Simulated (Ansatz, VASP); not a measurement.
Two plane-wave programs on Li4F

File INCAR:

```
SYSTEM = Li4F
  PREC = Accurate
  ENCUT = 600
  EDIFF = 1E-6
  ISMEAR = 0
  SIGMA = 0.1
  LREAL = .False.
  LASPH = .True.
  NELM = 80
  ALGO = Normal
  ISIF = 3
  LWAVE = .False.
  LCHARG = .False.
  GGA = PE
  IBRION = 2
  NSW = 90
  EDIFFG = -0.04
```

Contents of KPOINTS:

```
Automatic mesh
0
Gamma
  4 4 4
  0 0 0
```

File POSCAR:

```
Li4F
1.0
    3.9059010800      0.0000000000      0.0000000000
    0.0000000000      3.9059010800      0.0000000000
    0.0000000000      0.0000000000      3.9059010800
Li F
4 1
Direct
    0.5000000000      0.5000000000      0.5000000000
    0.5000000000      0.0000000000      0.0000000000
    0.0000000000      0.5000000000      0.0000000000
    0.0000000000      0.0000000000      0.5000000000
    0.0000000000      0.0000000000      0.0000000000
```

Input for Ansatz:

```yaml
crystal:
  lattice:
    - [3.90590108, 0.0, 0.0]
    - [0.0, 3.90590108, 0.0]
    - [0.0, 0.0, 3.90590108]
  atoms:
    - { symbol: Li, position: [0.5, 0.5, 0.5] }
    - { symbol: Li, position: [0.5, 0.0, 0.0] }
    - { symbol: Li, position: [0.0, 0.5, 0.0] }
    - { symbol: Li, position: [0.0, 0.0, 0.5] }
    - { symbol: F, position: [0.0, 0.0, 0.0] }
basis:
  ecutwfc: 420
kpoints:
  mp_grid: { grid: [4, 4, 4] }
hamiltonian:
  xc: pbe
scf:
  occupations: { method: gaussian, width: 0.1 }
  lower_state_search: "off"
output:
  forces: true
  stress: true
  eigenvalues: true
relax:
  adjacent_minimum: "off"
  f_tol: 0.04
  max_steps: 70
  cell: { stress_tol: 0.4 }
```

Alike in both runs: task relaxation of cell and atoms; functional PBE; k mesh 4 × 4 × 4; occupations gaussian, width 0.1 eV; no spin polarisation.

```csv
,VASP,Ansatz
version,VASP 6.6.1,Ansatz 0.2.0
potentials or method,"VASP PAW PBE potentials, release 64 (Li_sv, F)","scalar-relativistic, plane waves, PAW"
plane-wave cutoff (eV),600,420
valence electrons in the cell,19,19
```

|  | VASP | Ansatz | Ansatz less VASP |
| --- | --- | --- | --- |
| gap on the k mesh at the Fermi level, each at its own relaxed structure (eV) | none | none | - |
| relaxed volume (Å³/atom) | 15.37 | 15.54 | +0.165 |
| relaxed cell length with the largest relative difference (Å) | 4.252 | 4.267 | +0.0152 |
| energy change over the relaxation (meV/atom) | -84 | -88 | -4.4 |

A gap of «none» marks a metal or a gap that the smearing closes.

Caveats: the k mesh is coarse (spacing up to 0.40 Å⁻¹), so the values aren't converged; the cutoff is under 1.25 times the usual one of these potentials, so pressure, stress and relaxed cells hold a basis-set (Pulay) error (VASP); the volume moved by over 15 % at a fixed basis, so the end points are rough (VASP); an odd number of electrons without spin polarisation forces a metal; a magnetic or distorted state may lie lower.
